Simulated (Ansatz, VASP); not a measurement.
# WC: VASP beside Ansatz

```
CELL_PARAMETERS angstrom
0.00000 2.34930 2.34930
2.34930 0.00000 2.34930
2.34930 2.34930 0.00000
ATOMIC_POSITIONS crystal
W 0.00000 0.00000 0.00000
C 0.25000 0.25000 0.25000
```

Change from the starting cell: species swapped into the HgS type (F-43m, No. 216).

Alike in both runs: functional PBE; k mesh 20 × 20 × 20; occupations gaussian, width 0.1 eV; no spin polarisation.

Ansatz relaxed the structure, and its values are those at the end. VASP's run is a single point on that final structure, the one shown.

|  | VASP | Ansatz |
| --- | --- | --- |
| version | VASP 6.6.1 | Ansatz 0.2.0 |
| potentials or method | VASP PAW PBE potentials, release 64 (W_sv, C) | scalar-relativistic, plane waves, PAW |
| plane-wave cutoff (eV) | 520 | 420 |
| valence electrons in the cell | 18 | 18 |

```tsv
	VASP	Ansatz	Ansatz less VASP
gap on the k mesh at the Fermi level (eV)	none	none	-
pressure (GPa)	0.7	0.0	-0.69
```

A gap of «none» marks a metal or a gap that the smearing closes. The functional is the same, so the differences come from potentials, cutoffs and numerics.

Spin-orbit coupling is left out, which matters for the levels of W.
